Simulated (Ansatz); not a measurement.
# BaS (Fm-3m) in Ansatz: settings compared

Aim: see how the results for BaS move with the level of theory and the settings. Levels: PBE, HSE06, PBE0. Tasks: single point.

Program: Ansatz 0.2.0. These are calculated values, not measurements. Logs are shortened: lines on timing, memory, paths and dates and some standing lists are left out, and cuts for length are marked.

**Experimental background.**

From a printed reference work, monograph, original work of 1988, for a bulk crystal of BaS at 2 K: band gap 3.806 eV (indirect).

The results are compared with them further down.

### Step 1. The crystal as given

It takes space group Fm-3m (No. 225, cubic). The conventional cell has a = 6.388 Å, b = 6.388 Å, c = 6.388 Å, α = 90.00°, β = 90.00°, γ = 90.00°. Around Ba (site symmetry m-3m) lie 6 S at 3.19 Å. S (site symmetry m-3m) has 6 Ba at 3.19 Å as nearest neighbours.

### Step 2. Single point, PBE

Contents of input.yaml:

```yaml
crystal:
  lattice:
    - [0.0, 3.19375, 3.19375]
    - [3.19375, 0.0, 3.19375]
    - [3.19375, 3.19375, 0.0]
  atoms:
    - { symbol: Ba, position: [0.0, 0.0, 0.0] }
    - { symbol: S, position: [0.5, 0.5, 0.5] }
kpoints:
  mp_grid: { grid: [6, 6, 6] }
scf:
  occupations: { method: fermi_dirac, width: 0.05 }
hamiltonian:
  xc: pbe
  pseudopotentials: { kind: all_electron, datasets: crystal }
output:
  forces: true
  stress: true
  eigenvalues: true
  elf: true
  volumetric_format: npy
```

Potentials or basis: all-electron PAW datasets made for the crystal.

Started as:

```
> ansatz run input.yaml --threads 1 --pin off --max-ram 3072MiB --backend cpu --events-out ev --progress --plain --runs-dir out
```

The program printed:

```text
Warning: RAYON_NUM_THREADS=1 ignored (pool sized by the plan → 1); use --threads N
hamiltonian.pseudopotentials.datasets: crystal makes datasets for this crystal and solves the spheres of its atoms anew in each pass: cutoff 260.0 eV, the density's 1040.0 eV; for an error of 0.50 meV an atom under PBE, 1.0 meV for the cell; an energy difference from a run of another recipe may be off by several times the error for the cell, under r2SCAN by more, where some 0.1 meV an atom stays at smaller errors; S in spheres of 1.376 Å, 6 of its electrons in bands; Ba in spheres of 1.376 Å, 10 of its electrons in bands
Engine: ansatz 0.2.0, x86_64-unknown-linux-gnu
Pseudopotentials: kind: all_electron
Pseudopotential: Ba, paw, valence charge 10, recommended cutoff 260 eV (normal), crystal/all_electron/pbe/scalar/gaussian/Ba, Koelling and Harmon's equation, gaussian nucleus
Pseudopotential: S, paw, valence charge 6, recommended cutoff 260 eV (normal), crystal/all_electron/pbe/scalar/gaussian/S, Koelling and Harmon's equation, gaussian nucleus
Functional definition: PBE
  parameter kappa = 0.804
  parameter beta = 0.06672455060314922
  exchange = pbe_x(kappa = kappa, mu = beta*pi^2/3)
  correlation = pbe_c(beta = beta)
Crystal: 2 atoms, lattice volume = 65.153 Å³
Basis set: ecut = 260 eV, 609 PW (Γ), exchange–correlation on 48×48×48 points (8 copies of the dense FFT grid, shifted against one another)
Bands: 12, of which v1, the nominal top of the filled ones, is band 8 counted from 1 (7 counted from 0)
Symmetry: 48 space group operations
Space group: Fm-3m (ITA 225), of the structure as read, at distance tolerance 4.0e-5 Å
k-points: 16 of 216
Non-local potential: Ba, projectors of the file, l = 0: 2, l = 1: 2, l = 2: 2, l = 3: 2
Non-local potential: S, projectors of the file, l = 0: 1, l = 1: 1, l = 2: 2
PAW form: soft (Blöchl's): semilocal exchange-correlation on the pseudo side does not see the compensation charge
PAW one-centre angular grid: Ba, 194 points (default); XC on its mesh's 1851 points in the sphere
PAW one-centre angular grid: S, 110 points (default); XC on its mesh's 1989 points in the sphere
Initial density: superposition of atomic densities (neutral atoms: chi_scale 0, normalization atom)
Initial wavefunctions: pseudopotential atomic-orbital guess
Functional: x = pbe(κ = 0.804, μ = 0.2195149727645171), c = pbe(β = 0.06672455060314922)
iter 1 solved again at ethr=1.21e-2 eV; its pass at ethr=1.00e-1 eV (dr2=1.93e0 eV) is discarded
SCF iter   1: F=—  HF=-232239.651854 eV  |F-HF|=—  |Δ(HF+E_count)|=         —  Δρ=3.41e-2  dr2=1.91e0  ethr=1.21e-2  ⟨swp⟩=3.1  Hψ=1180  notcnv=0
preconditioner: auto → none  [insulator: Δε(μ)=3.176 eV  Ē_g=12.262 eV  σ=0.050 eV  W_gap=1.00  n_scr=14 (ndim 8)  ℏωp=17.2 eV  f_vac=0.000  D(μ)=0.00/eV (n_scr^D=0)  ε∞_Penn≈3.0]
SCF iter   2: F=—  HF=-232239.244741 eV  |F-HF|=—  |Δ(HF+E_count)|=   4.07e-1  Δρ=1.83e-2  dr2=2.59e-1  ethr=1.19e-2  ⟨swp⟩=3.5  Hψ=519  notcnv=0  defer=2
SCF iter   3: F=—  HF=-232239.203417 eV  |F-HF|=—  |Δ(HF+E_count)|=   4.13e-2  Δρ=6.45e-3  dr2=3.10e-2  ethr=1.62e-3  ⟨swp⟩=3.2  Hψ=504  notcnv=0  defer=2
iter 4 solved again at ethr=1.01e-5 eV; its pass at ethr=1.93e-4 eV (dr2=1.62e-3 eV) is discarded
SCF iter   4: F=—  HF=-232239.216988 eV  |F-HF|=—  |Δ(HF+E_count)|=   1.36e-2  Δρ=1.21e-3  dr2=1.75e-3  ethr=1.01e-5  ⟨swp⟩=3.1  Hψ=1034  notcnv=0  defer=2
SCF iter   5: F=—  HF=-232239.217297 eV  |F-HF|=—  |Δ(HF+E_count)|=   3.09e-4  Δρ=3.43e-4  dr2=1.13e-4  ethr=1.01e-5  ⟨swp⟩=3.1  Hψ=391  notcnv=0  defer=1
SCF iter   6: F=—  HF=-232239.217380 eV  |F-HF|=—  |Δ(HF+E_count)|=   8.30e-5  Δρ=6.16e-5  dr2=3.71e-6  ethr=7.07e-7  ⟨swp⟩=3.9  Hψ=488  notcnv=0  defer=1
SCF iter   7: F=—  HF=-232239.217397 eV  |F-HF|=—  |Δ(HF+E_count)|=   1.73e-5  Δρ=4.89e-5  dr2=2.82e-6  ethr=2.32e-8  ⟨swp⟩=4.1  Hψ=527  notcnv=0
iter 8 closing phase opened: the close's accurate solve read dr2=7.40e-8 eV against 6.25e-8 eV; the close is withheld, and while its budget lasts the loop goes on, solving accurately
SCF iter   8: F=-232239.217396 eV  HF=-232239.217396 eV  |F-HF|=4.49e-8  |Δ(HF+E_count)|=   7.88e-7  Δρ=7.63e-6  dr2=5.64e-8  ethr=1.76e-8  ⟨swp⟩=3.1  Hψ=1108  notcnv=0  defer=1
SCF iter   9: F=—  HF=-232239.217396 eV  |F-HF|=—  |Δ(HF+E_count)|=   1.44e-8  Δρ=8.62e-6  dr2=7.40e-8  ethr=1.00e-12  ⟨swp⟩=1.1  Hψ=193  notcnv=0
SCF iter  10: F=-232239.217396 eV  HF=-232239.217396 eV  |F-HF|=2.62e-9  |Δ(HF+E_count)|=   2.45e-8  Δρ=1.78e-6  dr2=3.24e-9  ethr=1.00e-12  ⟨swp⟩=4.9  Hψ=658  notcnv=0
SCF 1 converged in 10 iterations: F = -232239.217396 eV  dr2 = 3.24e-9
  Residual-converged pass: the last iteration was solved by the pass's rule, and is the pass (adopted: true)  max |occ|·‖R‖ = 5.2e-6 eV (tolerance 5.3e-6 eV)  dr2=3.24e-9  dr2_onsite=1.89e-9
SCF converged after 10 iterations
Free energy (F): -232239.217396 eV
Harris-Foulkes:  -232239.217396 eV  (|F-HF|=2.62e-9)
Internal energy: -232239.217396 eV  (E = F + TS)
E sigma→0 (E₀):  -232239.217396 eV
Past the cutoff: the bands carry plane waves up to 1.75 times it, of which those up to 1.5 times it add -0.000069 eV an atom, each by itself; the spheres take 0.000026 eV an atom off the energy for waves past 1.75 times it
By the cutoff:   a pressure is off by up to 0.004 GPa (1.2 times the spheres' own share and the shells' term, over an atom's volume, and 0.004 GPa: a bound that held against runs at twice the plane waves)
Past the cutoffs: a stress includes 0.0003 GPa for waves and charges beyond them, in addition to the slope of what the spheres take
In the spheres:  the bands' charges fall short by 1.2e-6 e at most (sound up to 1e-3)
Fermi energy:    8.952427 eV
--- Per-component energies (eV) ---
  E_band       = -18.281027
  E_kinetic    = 313.218879
  E_local      = -298.939625  (includes V_loc(G=0)·N_el)
  E_nonlocal   = -51.513986
  E_hartree    = 132.627852
  E_xc         = -211.356394
  E_vxc        = -267.979034  (∫ρ·V_xc dr)
  E_paw        = -232618.198383  (= ΣΔE_a)
  E_vpaw       = -1323.504471  (= ΣTr[D̂ρ^β])
  E_ewald      = -850.237565
  E_smearing   = -0.000000  (= −TS)
  E_closure    = 1345.181825  (closes the sum)
  Σ components = -232239.217396   (vs F -232239.217396, Δ=0.00e0)
  The terms above E_closure are by the made datasets' own strengths, without shells solved beside the bands.
--- Forces (eV/Å), atoms counted from 1 ---
  atom   1  Ba    -0.00000000     0.00000000     0.00000000
  atom   2  S      0.00000000    -0.00000000    -0.00000000
  max |Σ_I F_I| component: 6.90e-30 eV/Å
--- Stress (GPa, compression-positive) ---
        0.835264       0.000000       0.000000
        0.000000       0.835264       0.000000
       -0.000000       0.000000       0.835264
  P = ⅓ Tr σ = 0.8353 GPa (8.353 kbar)
--- Band table (eV; the first three rows and the last of 16) ---
  k-point 0: bands = ["-18.1099", "-3.1700", "-3.1700", "-3.1700", "-2.4585", "7.8307", "7.8307", "7.8307", "11.5200", "11.7972"]
  k-point 1: bands = ["-18.0987", "-3.6375", "-3.1797", "-3.1797", "-1.9699", "7.2120", "7.5159", "7.5159", "11.7965", "12.1833"]
  k-point 2: bands = ["-18.0762", "-4.1410", "-3.1987", "-3.1987", "-1.4204", "6.3333", "7.0231", "7.0231", "12.2947", "13.2269"]
  k-point 15: bands = ["-18.0513", "-3.6517", "-3.5856", "-3.4384", "-1.9349", "6.9876", "7.3751", "7.5038", "11.0818", "13.3353"]
```

Wall time 6.6 s (1 thread of Intel Xeon Platinum 8488C (Sapphire Rapids), shared host); peak memory 0.46 GiB.

Results:

* Free energy: -232239.2174 eV
* Pressure: 0.8 GPa
* Band gap on the k mesh: 2.21 eV, indirect (least direct gap 2.31 eV)

Levels at points of the mesh, in eV from the valence-band top:
| k point | band 4 | band 5 | band 6 | band 7 | band 8 | band 9 | band 10 |
| --- | --- | --- | --- | --- | --- | --- | --- |
| (0.00, 0.00, 0.00) | -11.00 | -10.29 | 0.00 | 0.00 | 0.00 | 3.69 | 3.97 |
| (0.00, 0.00, -0.50) | -11.04 | -9.04 | -1.85 | -1.01 | -1.01 | 5.55 | 5.64 |
| (0.00, -0.50, -0.50) | -11.19 | -10.20 | -0.45 | -0.10 | -0.10 | 2.21 | 6.03 |

Caveat: spin-orbit coupling is left out, which moves the levels of the heavy elements.

### Step 3. Single point, HSE06

Changes to input.yaml since step 2:

```diff
@@ -13,3 +13,3 @@
 hamiltonian:
-  xc: pbe
+  xc: hse06
   pseudopotentials: { kind: all_electron, datasets: crystal }
@@ -18,4 +18 @@
   stress: true
-  eigenvalues: true
-  elf: true
-  volumetric_format: npy
```

Potentials or basis: all-electron PAW datasets made for the crystal.

Started as:

```
> ansatz run input.yaml --threads 1 --pin off --max-ram 3072MiB --backend cpu --events-out ev --progress --plain --runs-dir out
```

Wall time 97 s (1 thread of Intel Xeon Platinum 8488C (Sapphire Rapids), shared host); peak memory 0.96 GiB.

Results (log left out):

* Free energy: -232238.3904 eV
* Pressure: 0.4 GPa
* Band gap on the k mesh: 3.11 eV, indirect (least direct gap 3.24 eV)

Levels at points of the mesh, in eV from the valence-band top:
```csv
k point,band 4,band 5,band 6,band 7,band 8,band 9,band 10
"(0.00, 0.00, 0.00)",-11.69,-11.37,0.00,0.00,0.00,4.67,5.01
"(0.00, 0.00, -0.50)",-11.72,-9.81,-1.99,-1.09,-1.09,6.57,6.79
"(0.00, -0.50, -0.50)",-11.90,-11.27,-0.52,-0.13,-0.13,3.11,7.19
```

Caveat: spin-orbit coupling is left out, which moves the levels of the heavy elements.

### Step 4. Single point, PBE0

Changes to input.yaml since step 3:

```diff
@@ -13,3 +13,3 @@
 hamiltonian:
-  xc: hse06
+  xc: pbe0
   pseudopotentials: { kind: all_electron, datasets: crystal }
```

Started as:

```
> ansatz run input.yaml --threads 1 --pin off --max-ram 3072MiB --backend cpu --events-out ev --progress --plain --runs-dir out
```

Wall time 96 s (1 thread of Intel Xeon Platinum 8488C (Sapphire Rapids), shared host); peak memory 0.95 GiB.

Results (log left out):

* Free energy: -232237.5548 eV
* Pressure: 0.4 GPa
* Band gap on the k mesh: 3.80 eV, indirect (least direct gap 3.94 eV)

Levels at points of the mesh, in eV from the valence-band top:
| k point | band 5 | band 6 | band 7 | band 8 | band 9 | band 10 |
| --- | --- | --- | --- | --- | --- | --- |
| (0.00, 0.00, 0.00) | -11.43 | 0.00 | 0.00 | 0.00 | 5.34 | 5.73 |
| (0.00, 0.00, -0.50) | -9.85 | -2.06 | -1.12 | -1.12 | 7.26 | 7.53 |
| (0.00, -0.50, -0.50) | -11.33 | -0.55 | -0.14 | -0.14 | 3.80 | 7.93 |

Caveat: spin-orbit coupling is left out, which moves the levels of the heavy elements.

### Step 5. Summary

```csv
level,cutoff (eV),gap on the mesh (eV),pressure (GPa)
PBE,260,2.21,0.8
HSE06,290,3.11,0.4
PBE0,290,3.80,0.4
```

Alike in all rows: task single point; potentials or basis all-electron PAW datasets made for the crystal; no spin polarisation; cell as given; k mesh 6 × 6 × 6; smearing fermi-dirac 0.05 eV.

On the cell as given the gap runs from 2.21 eV (PBE) to 3.80 eV (PBE0). The pressure there spans 0.4 GPa (PBE0) to 0.8 GPa (PBE); a positive pressure means that this level wants a larger cell, a negative one a smaller.

Caveats: spin-orbit coupling is left out, which moves the levels of the heavy elements.

Compare energies only between runs with the same functional and basis.

### Step 6. Against experiment

Step 2. A measured gap of BaS is 3.806 eV (indirect; 2 K; a printed reference work, monograph, original work of 1988); the calculated 2.21 eV misses it by -1.60 eV. Spin-orbit coupling on Ba is left out. The value is that of PBE on a finite k mesh, which can miss the band edges, without temperature or zero-point motion. Semilocal functionals fall short of measured gaps as a rule.

Step 3. Against the measured gap of BaS, 3.806 eV (indirect; 2 K; a printed reference work, monograph, original work of 1988), the calculated 3.11 eV is off by -0.69 eV. Spin-orbit coupling on Ba is left out. The value is that of HSE06 on a finite k mesh, which can miss the band edges, without temperature or zero-point motion.

Step 4. Measured gap of BaS: 3.806 eV (indirect; 2 K; a printed reference work, monograph, original work of 1988). This calculation gives 3.80 eV (0.00 eV). Spin-orbit coupling on Ba is left out. The value is that of PBE0 on a finite k mesh, which can miss the band edges, without temperature or zero-point motion.
